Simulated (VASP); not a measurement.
## KBr in VASP 6.6.1, single-point calculation

INCAR

```
LWAVE = .FALSE.
ISIF = 2
GGA = PE
LCHARG = .FALSE.
NBANDS = 9
NELM = 80
ISMEAR = 2
SIGMA = 0.05
PREC = Accurate
LASPH = .TRUE.
LREAL = .FALSE.
EDIFF = 1E-7
IBRION = -1
ENCUT = 520
NSW = 0
```

KPOINTS

```
KPOINTS created by Atomic Simulation Environment
0
Gamma
6 6 6
0 0 0
```

POSCAR

```
K  Br
 1.0000000000000000
     0.0141996657000000    3.3022478341000001    3.3022478341000001
     3.3022478341000001    0.0141996657000000    3.3022478341000001
     3.3164474998000002    3.3164474998000002    0.0000000000000000
 K   Br
   1   1
Cartesian
  0.0000000000000000  0.0000000000000000  0.0000000000000000
  3.3164474998000006  3.3164474998000006  3.3022478341000001
```

The recommended PBE PAW datasets give the neutral cell 16 valence electrons.

Command

```
mpirun -np 1 vasp_std
```

OSZICAR

```
N       E                     dE             d eps       ncg     rms          rms(c)
DAV:   1     0.113439688437E+03    0.11344E+03   -0.71332E+03   828   0.155E+03
DAV:   2     0.119290405021E+01   -0.11225E+03   -0.10804E+03  1155   0.321E+02
DAV:   3    -0.615351590594E+01   -0.73464E+01   -0.73301E+01   946   0.804E+01
DAV:   4    -0.638428571263E+01   -0.23077E+00   -0.23067E+00  1357   0.127E+01
DAV:   5    -0.638881813948E+01   -0.45324E-02   -0.45315E-02   974   0.134E+00    0.310E+00
DAV:   6    -0.621638868489E+01    0.17243E+00   -0.38103E-01   884   0.373E+00    0.223E+00
DAV:   7    -0.620537790203E+01    0.11011E-01   -0.18378E-01  1039   0.290E+00    0.107E+00
DAV:   8    -0.621461862425E+01   -0.92407E-02   -0.17983E-02   907   0.148E+00    0.143E-01
DAV:   9    -0.621510278633E+01   -0.48416E-03   -0.92190E-04  1120   0.244E-01    0.882E-02
DAV:  10    -0.621567591371E+01   -0.57313E-03   -0.79446E-04   837   0.259E-01    0.223E-02
DAV:  11    -0.621565305934E+01    0.22854E-04   -0.25916E-05  1014   0.417E-02    0.475E-03
DAV:  12    -0.621565495468E+01   -0.18953E-05   -0.14655E-06   876   0.124E-02    0.278E-03
DAV:  13    -0.621565662007E+01   -0.16654E-05   -0.37052E-06   850   0.177E-02    0.884E-04
DAV:  14    -0.621565666080E+01   -0.40724E-07   -0.52803E-08   550   0.215E-03
   1 F= -.62156567E+01 E0= -.62156524E+01  d E =-.169348E-04
```

From OUTCAR

```
k-points           NKPTS =     46   k-points in BZ     NKDIM =     46   number of bands    NBANDS=      9

   NELECT =      16.0000    total number of electrons

   dimension x,y,z NGX =    36 NGY =   36 NGZ =   36
   dimension x,y,z NGXF=    72 NGYF=   72 NGZF=   72

  energy-cutoff  :      520.00
  volume of cell :       72.02
      direct lattice vectors                 reciprocal lattice vectors
     0.014199666  3.302247834  3.302247834    -0.152065899  0.152065899  0.151412015
     3.302247834  0.014199666  3.302247834     0.152065899 -0.152065899  0.151412015
     3.316447500  3.316447500  0.000000000     0.150763731  0.150763731 -0.151412015

 k-points in reciprocal lattice and weights: KPOINTS created by Atomic Simulation Env
   0.00000000  0.00000000  0.00000000       0.005
   0.16666667  0.00000000  0.00000000       0.019
   0.33333333  0.00000000  0.00000000       0.019
   0.50000000 -0.00000000  0.00000000       0.009
   0.16666667  0.16666667  0.00000000       0.009
   0.33333333  0.16666667  0.00000000       0.019
   0.50000000  0.16666667  0.00000000       0.019
  -0.33333333  0.16666667  0.00000000       0.019
   ...

 E-fermi :  -1.7108

 k-point     1 :       0.0000    0.0000    0.0000
  band No.  band energies     occupation
      1     -29.5342      2.00000
      2     -14.0384      2.00000
      3     -13.0117      2.00000
      4     -13.0113      2.00000
      5     -13.0109      2.00000
      6      -1.7577      2.10292
      7      -1.7486      2.06732
      8      -1.7394      1.95098
      9       2.6797      0.00000

 k-point     2 :       0.1667    0.0000    0.0000
  band No.  band energies     occupation
      1     -29.5328      2.00000
      2     -14.0889      2.00000
      3     -13.0130      2.00000
      4     -13.0122      2.00000
      5     -12.9436      2.00000
      6      -2.1085      2.00000
      7      -1.8466      1.99802
      8      -1.8346      1.99554
      9       3.3367      0.00000

 k-point     3 :       0.3333    0.0000    0.0000
  band No.  band energies     occupation
      1     -29.5299      2.00000
      2     -14.1755      2.00000
      3     -13.0160      2.00000
      4     -13.0149      2.00000
      5     -12.8215      2.00000
      6      -2.6817      2.00000
      7      -2.0135      2.00000
      8      -2.0017      2.00000
      9       4.4454      0.00000

 k-point     4 :       0.5000   -0.0000    0.0000
  band No.  band energies     occupation
      1     -29.5285      2.00000
      2     -14.2137      2.00000
      3     -13.0175      2.00000
      4     -13.0162      2.00000
      5     -12.7653      2.00000
      6      -2.9218      2.00000
      7      -2.0922      2.00000
      8      -2.0805      2.00000
      9       4.8365      0.00000

 k-point     5 :       0.1667    0.1667    0.0000
  band No.  band energies     occupation
      1     -29.5323      2.00000
      2     -14.0843      2.00000
      3     -13.0204      2.00000
      4     -13.0198      2.00000
      5     -12.9369      2.00000
      6      -2.2001      2.00000
      7      -1.8451      1.99779
      8      -1.8247      1.99266
      9       3.4750      0.00000

 ...

  Total        0.3242448      0.3242448      0.3244685     -0.0176658      0.0000000      0.0000000
  in kB        7.2132777      7.2132777      7.2182540     -0.3930004      0.0000000      0.0000000
  external PRESSURE =       7.2149364 kB  Pullay stress =       0.0000000 kB

 POSITION                                       TOTAL-FORCE (eV/Angst)
 -----------------------------------------------------------------------------------
      0.00000      0.00000      0.00000        -0.000000      0.000000     -0.000000
      3.31645      3.31645      3.30225         0.000000     -0.000000      0.000000
 -----------------------------------------------------------------------------------
    total drift:                                0.000000      0.000000      0.000000

  FREE ENERGIE OF THE ION-ELECTRON SYSTEM (eV)
  ---------------------------------------------------
  free  energy   TOTEN  =        -6.2156566608 eV

  energy  without entropy=       -6.2156397260  energy(sigma->0) =       -6.21565243
```

It converged. Results: gap between bands v and c on the k mesh 4.42 eV; least direct gap on the k mesh 4.42 eV; pressure 0.7 GPa. Band v is the last that the valence electrons fill when counted band by band, and c is the next.

For comparison, a separate PBE run of the intended cell, on usual settings and not on those above, gives a gap of 4.42 eV on its mesh and a pressure of 0.7 GPa.

The run above took about 45 s on one core of a shared host (Intel Xeon Platinum 8488C) and held 0.22 GiB at most.
